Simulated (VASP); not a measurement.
# SiC (Moissanite 3C): relaxation of cell and atoms with HSE06

The system is SiC (Moissanite 3C).

```xyz
2
Lattice="0.0000 2.1790 2.1790 2.1790 0.0000 2.1790 2.1790 2.1790 0.0000" Properties=species:S:1:pos:R:3 pbc="T T T"
Si    0.0000    0.0000    0.0000
C     1.0895    1.0895    1.0895
```

```
Program                            : VASP 6.6.1
Task                               : relaxation of cell and atoms
Functional                         : HSE06
Potentials or basis                : VASP PAW PBE potentials, release 64 (Si, C)
Cutoff                             : 520 eV
k mesh                             : 6 × 6 × 6
Occupations                        : gaussian, width 0.03 eV
Spin                               : no spin polarisation
Grid for exact exchange (PRECFOCK) : Fast
Screening parameter                : 0.2 1/A
Further INCAR settings             : ALGO = Normal; EDIFF = 1e-06; IBRION = 2; EDIFFG = -0.01; NSW = 25; ISIF = 3
```

```yaml
Relaxed_volume: 10.27 Å³/atom
Relaxed_cell: a = 3.074 Å, b = 3.074 Å, c = 3.074 Å, α = 60.00°, β = 60.00°, γ = 60.00°
Space_group_after_relaxing_to_0.05_Å: F-43m (No. 216)
Energy_gained_by_relaxing: 0.5 meV/atom
Ionic_steps: 3
Pressure_after_relaxing: 0.0 GPa
Band_gap_on_the_k_mesh: 2.25 eV, indirect (least direct gap 5.76 eV)
```

Step by step:
| step | energy change (eV) | largest force (eV/Å) | pressure (GPa) | volume (Å³) |
| --- | --- | --- | --- | --- |
| 1 | 0.0000 | 0.0000 | -1.80 | 20.69 |
| 2 | 0.0003 | 0.0000 | 2.12 | 20.35 |
| 3 | -0.0009 | 0.0000 | 0.01 | 20.53 |

Final structure:
```
CELL_PARAMETERS angstrom
0.00000 2.17333 2.17333
2.17333 0.00000 2.17333
2.17333 2.17333 0.00000
ATOMIC_POSITIONS crystal
Si 0.00000 0.00000 0.00000
C 0.25000 0.25000 0.25000
```

Levels at points of the mesh, in eV from the valence-band top:
```csv
k point,band 2,band 3,band 4,band 5,band 6,band 7
"(0.00, 0.00, 0.00)",0.00,0.00,0.00,7.66,8.67,8.67
"(0.50, 0.00, 0.00)",-9.40,-1.16,-1.16,6.73,8.53,8.53
"(0.50, 0.50, 0.00)",-8.57,-3.52,-3.52,2.25,5.42,16.06
```

It took 34 s on 4 MPI ranks on Intel(R) Xeon(R) 6975P-C (Granite Rapids), on a shared host, peak memory 0.22 GiB a rank.

Caveat: the PAW data sets were made with another functional, which shifts forces and pressure a little. A k mesh can miss the band edges.
